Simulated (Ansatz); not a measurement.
A 2-atom cell of CaSe started from a crystallographic database, relaxed with r2SCAN in the PAW code Ansatz: the symmetry is Fm-3m (No. 225, cubic); a = 5.935 Å in the conventional setting, 26.13 Å³ an atom. Ca is surrounded by 6 Se at 2.97 Å; Se is surrounded by 6 Ca at 2.97 Å. The primitive cell holds 2 atoms in 52.27 Å³. Calculated for a static, non-magnetic cell.

Computed values: PBE gives a gap of 2.06 eV and PBE0 (25 % exact exchange) 3.68 eV; one over PBE's mean ε∞ is 0.177. r2SCAN gives 2.52 eV and r2SCAN0 (25 %) 3.97 eV. Without spin-orbit coupling PBE's valence top is a threefold level at Γ and the gap is 2.057 eV; with it the level splits into four states above two, Δ₀ = 0.409 eV apart. HSE06+SOC (4×4×4) gives a least gap of 2.85 eV and a least direct gap of 3.91 eV. r2SCAN's ε∞ is 5.08.

What is the density?
The cell holds 1 Ca, 1 Se: M = 1×40.078 + 1×78.971 = 119.05 u in V = 52.27 Å³. ρ = 1.66054 × M/V = 1.66054 × 119.05/52.27 = 3.782 g/cm³, for the static r2SCAN lattice.

Taking the gap as linear in the share of unscreened exchange, estimate the gap of the hybrid whose share is 1/ε∞.
The slope is (3.68 − 2.06)/0.25 = 6.48 eV per unit share, so E_g ≈ 2.06 + 6.48 × 0.177 = 3.21 eV. The run with that share gives 3.20 eV (6×6×6 mesh), -0.01 eV from the straight line.

Interpolate to r2SCANh, with 10 % exact exchange.
2.52 + (3.97 − 2.52) × 0.10/0.25 = 3.10 eV; the run gives 3.10 eV (0.00 eV against the interpolation).

If the centre of gravity stays and the conduction band doesn't move, what gap follows with spin-orbit coupling?
The fourfold level rises by Δ₀/3 = 0.136 eV and the twofold one falls by 2Δ₀/3, so E_g ≈ 2.057 − 0.136 = 1.921 eV. The PBE+SOC run gives 1.923 eV, +0.002 eV from the estimate.

At what wavelength does absorption set in by HSE06+SOC, excitons left aside?
λ = 1239.84 eV nm/E: 435 nm for the least gap, where it needs phonons and is weak, and 317 nm for direct transitions.

What refractive index and reflectivity at normal incidence follow, below the gap and above the phonons?
n = √5.08 = 2.254; R = ((n − 1)/(n + 1))² = (1.254/3.254)² = 14.8 % a face.

Only the levels marked +SOC include spin-orbit coupling.

The meshes of the hybrids are coarse, so their gaps aren't converged to the digits shown.
